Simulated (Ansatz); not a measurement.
TiO2:

```
Ti O
1.0
     4.59984    0.00000    0.00000
     0.00000    4.59984    0.00000
     0.00000    0.00000    2.95921
Ti O
2 4
Direct
  0.00000 0.00000 0.50000
  0.50000 0.50000 0.00000
  0.30432 0.30432 0.50000
  0.19568 0.80432 0.00000
  0.80432 0.19568 0.00000
  0.69568 0.69568 0.50000
```

The cell is a database's computed one.

| Property | Result |
| --- | --- |
| Program | Ansatz 0.2.0 |
| Task | relaxation of cell and atoms |
| Functional | PBEsol |
| Dispersion | D4 |
| Potentials or basis | Ansatz PAW |
| Cutoff | 420 eV (not typed: the program's choice for these potentials) |
| k mesh | 6 × 6 × 9 |
| Occupations | fermi-dirac, width 0.05 eV |
| Spin | no spin polarisation |

At the start: volume 10.44 Å³/atom.

Task: Where does the relaxation end?

Result: It ends after 7 steps and the volume is 10.22 Å³/atom (-2.0 %); space group P4_2/mnm (No. 136, to 0.05 Å).

The path:
```csv
step,energy change (eV),largest force (eV/Å),volume (Å³)
1,0.0000,0.0829,62.61
2,-0.0234,0.0470,61.70
3,-0.0266,0.0004,61.35
4,-0.0266,0.0042,61.37
5,-0.0211,0.0043,61.37
6,-0.0213,0.0000,61.33
7,-0.0212,0.0000,61.33
```

Final structure:
```yaml
crystal:
  lattice:
    - [4.57236, 0.00000, 0.00000]
    - [0.00000, 4.57236, 0.00000]
    - [0.00000, 0.00000, 2.93358]
  atoms:
    - { symbol: Ti, position: [0.00000, 0.00000, 0.50000] }
    - { symbol: Ti, position: [0.50000, 0.50000, 0.00000] }
    - { symbol: O, position: [0.30419, 0.30419, 0.50000] }
    - { symbol: O, position: [0.19581, 0.80419, 0.00000] }
    - { symbol: O, position: [0.80419, 0.19581, 0.00000] }
    - { symbol: O, position: [0.69581, 0.69581, 0.50000] }
```

Caveat: the plane-wave basis is chosen anew once the cell has moved, so the energies of steps on either side of that aren't comparable; the pressure holds a Pulay correction of +0.8 GPa for the finite cutoff; the PAW data sets come from PBE, with cores solved anew for the run's functional, which leaves a small shift of forces and pressure.
